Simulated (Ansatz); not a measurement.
CsCl:
```cif
data_ClCs
_chemical_formula_sum 'Cs1 Cl1'
_space_group_name_H-M_alt 'Pm-3m'
_space_group_IT_number 221
_space_group_name_Hall '-P 4 2 3'
_cell_length_a 3.96936
_cell_length_b 3.96936
_cell_length_c 3.96936
_cell_angle_alpha 90.000
_cell_angle_beta 90.000
_cell_angle_gamma 90.000
loop_
_atom_site_label
_atom_site_type_symbol
_atom_site_symmetry_multiplicity
_atom_site_Wyckoff_symbol
_atom_site_fract_x
_atom_site_fract_y
_atom_site_fract_z
_atom_site_occupancy
Cs1 Cs 1 a 0.00000 0.00000 0.00000 1
Cl1 Cl 1 b 0.50000 0.50000 0.50000 1
```

Relaxed with LDA.

Q: Give the optical modes at the zone centre with their infrared and Raman activity from DFPT, plane-wave PAW LDA (Ansatz code).

A: Transverse frequencies, without the LO–TO term; a row sums one degenerate level.

```json
[
 {"ω (cm⁻¹)": "111", "degeneracy": "3", "IR ((D/Å)²/amu)": "4.52", "Raman (Å⁴/amu)": "0", "activity": "IR", "symmetry": "T1u"}
]
```

Q: How high does the top mode go among those that the LO–TO term moves?

A: 169 cm⁻¹ for q along x.

The cell was relaxed with LDA under the symmetry of its start. Spin–orbit coupling is left out wherever it is not named.

Potentials: the earlier of the program's two PAW sets. The files were generated under PBE; for other functionals the program regenerates the frozen cores, and for LDA and PBEsol the local potential too.
